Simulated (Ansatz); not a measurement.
# GeS: the cost of one run

Computed with Ansatz 0.2.0 (DFT LDA, scalar-relativistic, plane waves, PAW, unless a step's input says otherwise).

### 1 Starting point

Symmetry: Pnma, No. 62, orthorhombic system. The conventional cell has a = 10.481 Å, b = 3.646 Å, c = 4.299 Å, α = 90.00°, β = 90.00°, γ = 90.00°. Ge (site symmetry m) is surrounded by 3 S at 2.44 to 2.45 Å. Around S (site symmetry m) lie 3 Ge at 2.44 to 2.45 Å.

Coordinates:

```xyz
8
Lattice="10.4810 0.0000 0.0000 0.0000 3.6460 0.0000 0.0000 0.0000 4.2990" Properties=species:S:1:pos:R:3 pbc="T T T"
Ge    1.2797    0.9115    0.5490
Ge    3.9608    2.7345    2.6985
Ge    6.5202    0.9115    1.6005
Ge    9.2013    2.7345    3.7500
S     8.9036    0.9115    2.1594
S     6.8179    2.7345    0.0099
S     3.6631    0.9115    4.2891
S     1.5774    2.7345    2.1396
```

The structure rests on an entry of the Crystallography Open Database; cell or positions may have been set otherwise for this series.

### 2 Relaxing the atoms: GeS, no spin

The input, input.yaml:

```yaml
crystal:
  lattice:
    - [10.481, 0.0, 0.0]
    - [0.0, 3.646, 0.0]
    - [0.0, 0.0, 4.299]
  atoms:
    - { symbol: Ge, position: [0.1221, 0.25, 0.1277] }
    - { symbol: Ge, position: [0.3779, 0.75, 0.6277] }
    - { symbol: Ge, position: [0.6221, 0.25, 0.3723] }
    - { symbol: Ge, position: [0.8779, 0.75, 0.8723] }
    - { symbol: S, position: [0.8495, 0.25, 0.5023] }
    - { symbol: S, position: [0.6505, 0.75, 0.0023] }
    - { symbol: S, position: [0.3495, 0.25, 0.9977] }
    - { symbol: S, position: [0.1505, 0.75, 0.4977] }
scf:
  occupations: { method: fixed }
output:
  forces: true
  stress: true
  eigenvalues: true
  write_density: true
  write_potential: true
  elf: true
  volumetric_format: npy
kpoints:
  mp_grid: { grid: [3, 8, 7] }
hamiltonian:
  xc: lda
relax:
  f_tol: 0.003
  max_steps: 60
```

Command:

```sh
ansatz run input.yaml --threads 8 --pin off --max-ram 32768MiB --backend cpu --events-out ev --progress --plain --runs-dir out
```

What time and memory should one allow on 8 threads of Intel Xeon at 2.50GHz (Skylake/Cascade Lake), shared host?

About 28 s, with a peak of 0.83 GiB.
